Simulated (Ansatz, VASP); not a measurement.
**One calculation of ZnS, two programs**

```
Zn S
1.0
     0.00000    2.52671    2.52671
     2.52671    0.00000    2.52671
     2.52671    2.52671    0.00000
Zn S
1 1
Direct
  0.25000 0.25000 0.25000
  0.00000 0.00000 0.00000
```

Alike in both runs: task single point; functional PBE; k mesh 8 × 8 × 8; occupations gaussian, width 0.05 eV; no spin polarisation.

```csv
,VASP,Ansatz
version,VASP 6.6.1,Ansatz 0.2.0
potentials or method,"VASP PAW PBE potentials, release 64 (Zn, S)","scalar-relativistic, plane waves, PAW"
plane-wave cutoff (eV),520,420
valence electrons in the cell,18,18
```

|  | VASP | Ansatz | Ansatz less VASP |
| --- | --- | --- | --- |
| gap on the k mesh at the Fermi level (eV) | 2.87 | 2.87 | -0.009 |
| least direct gap on the mesh (eV) | 3.04 | 3.02 | -0.024 |
| pressure (GPa) | 25.7 | 25.4 | -0.30 |

Caveats: so large a pressure means that the cell lies far from this level's equilibrium, or that cutoff or potentials fall short (VASP). Expect the measured gap to be larger: semilocal functionals such as PBE lack the derivative discontinuity. A k mesh can miss the band edges.
